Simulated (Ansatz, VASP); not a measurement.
This is a calculation of ZnS (Wurtzite-4H) for Ansatz 0.2.0. 

File input.yaml:

```yaml
crystal:
  lattice:
    - [3.8227, 0.0, 0.0]
    - [-1.91135, 3.310555311, 0.0]
    - [0.0, 0.0, 12.52]
  atoms:
    - { symbol: Zn, position: [0.6666666667, 0.3333333333, 0.75] }
    - { symbol: Zn, position: [0.3333333333, 0.6666666667, 0.25] }
    - { symbol: Zn, position: [0.0, 0.0, 0.5] }
    - { symbol: Zn, position: [0.0, 0.0, 0.0] }
    - { symbol: S, position: [0.6666666667, 0.3333333333, 0.9375] }
    - { symbol: S, position: [0.3333333333, 0.6666666667, 0.4375] }
    - { symbol: S, position: [0.0, 0.0, 0.6875] }
    - { symbol: S, position: [0.0, 0.0, 0.1875] }
hamiltonian:
  xc: pbe
  pseudopotentials: { kind: paw }
kpoints:
  mp_grid: { grid: [8, 8, 3] }
scf:
  occupations: { method: fermi_dirac, width: 0.05 }
output:
  forces: true
  stress: true
relax:
  f_tol: 0.01
  max_steps: 40
  cell: { stress_tol: 0.05 }
```

Potentials or basis: Ansatz PAW.

Launch:

```bash
$ ansatz run input.yaml --threads 4 --pin off --max-ram 11264MiB --backend cpu --events-out ev --progress --plain --runs-dir out
```

Task: Set up the same calculation for VASP 6.6.1. Potentials or basis there: PBE PAW files S, Zn, 600 eV.

Result: As run (cutoffs and basis follow the program's own potentials, and thresholds, step limits or extra output files can differ):

Contents of INCAR:

```
SYSTEM = ZnS
  PREC = Accurate
  ENCUT = 600
  EDIFF = 1E-6
  ISMEAR = -1
  SIGMA = 0.05
  LREAL = .False.
  LASPH = .True.
  NELM = 60
  ALGO = Normal
  ISIF = 3
  LWAVE = .False.
  LCHARG = .False.
  GGA = PE
  IBRION = 2
  NSW = 40
  EDIFFG = -0.01
```

Contents of KPOINTS:

```
Automatic mesh
0
Gamma
  8 8 3
  0 0 0
```

Contents of POSCAR:

```
ZnS
1.0
    3.8227000000      0.0000000000      0.0000000000
   -1.9113500000      3.3105553110      0.0000000000
    0.0000000000      0.0000000000     12.5200000000
Zn S
4 4
Direct
    0.6666666667      0.3333333333      0.7500000000
    0.3333333333      0.6666666667      0.2500000000
    0.0000000000      0.0000000000      0.5000000000
    0.0000000000      0.0000000000      0.0000000000
    0.6666666667      0.3333333333      0.9375000000
    0.3333333333      0.6666666667      0.4375000000
    0.0000000000      0.0000000000      0.6875000000
    0.0000000000      0.0000000000      0.1875000000
```

Potentials or basis: VASP PAW PBE potentials, release 64 (Zn, S).

Command:

```bash
$ cat potpaw_PBE.64/Zn/POTCAR potpaw_PBE.64/S/POTCAR > POTCAR
$ mpirun -np 1 vasp_std > vasp.out
```

Both were run:

|  | Ansatz | VASP |
| --- | --- | --- |
| Relaxed volume | 20.17 Å³/atom | 20.20 Å³/atom |
| Relaxed cell | a = 3.847 Å, b = 3.847 Å, c = 12.590 Å, α = 90.00°, β = 90.00°, γ = 120.00° | a = 3.849 Å, b = 3.849 Å, c = 12.597 Å, α = 90.00°, β = 90.00°, γ = 120.00° |
| Space group after relaxing | P6_3mc (No. 186) | P6_3mc (No. 186) |
| Pressure after relaxing | 0.0 GPa | 0.0 GPa |

Ansatz's pressure holds a Pulay term of +0.06 GPa for its cutoff of 420 eV, which the other run lacks.

Where Ansatz's input types no cutoff or centring, it takes its own default and a Γ-centred mesh.

Pressure is positive in compression.
